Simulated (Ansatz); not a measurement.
## MoS2 under strain — 97Mo nuclear quadrupole resonance

Cell: a structure deposited in the COD, relaxed with PBE at fixed cell and then changed (z stretched by 1 %, ions relaxed).

```cif
data_structure
_symmetry_space_group_name_H-M 'P 1'
_symmetry_Int_Tables_number 1
_cell_length_a 6.4485
_cell_length_b 6.4485
_cell_length_c 6.4485
_cell_angle_alpha 28.393
_cell_angle_beta 28.393
_cell_angle_gamma 28.393
_cell_volume 53.58
loop_
_atom_site_label
_atom_site_type_symbol
_atom_site_fract_x
_atom_site_fract_y
_atom_site_fract_z
_atom_site_occupancy
Mo1 Mo 0.00000 0.00000 0.00000 1
S2 S 0.24906 0.24906 0.24906 1
S3 S 0.41764 0.41764 0.41764 1
```

Sites (sets of like atoms) are named by element and the number of their first atom in this list.

Method: Kohn–Sham DFT in Ansatz, PBE, plane waves and PAW, scalar-relativistic, collinear spin, 420 eV cutoff, Γ-centred 16×16×16 k-points, Fermi–Dirac smearing 0.02 eV. Start moments as typed (μB): 2 on each Mo, none on the rest.

97Mo: I = 5/2, Q = 255.0 mb (year-2017 value). Static lattice, zero field.

Question: The simulated lines lie at 6.82, 13.6 MHz. What are |C_Q|, η and |V_zz| at Mo?

Answer: For I = 5/2 and η = 0 the lines are 3|C_Q|/20 and twice that; η pulls their ratio below 2. Here |C_Q| = 45.5 MHz, η = 0.00 and |V_zz| = 7.38 × 10²¹ V/m². The calculation gives V_zz negative; the lines don't show the sign. The site has 6 S at 2.40 Å.

An axis of threefold or higher order runs through Mo, so V_zz lies along it and η is zero.

Without spin–orbit coupling (the program notes it for Mo) the gradients can shift somewhat, as the gap is small. The start moments die out, and the run ends without spin.
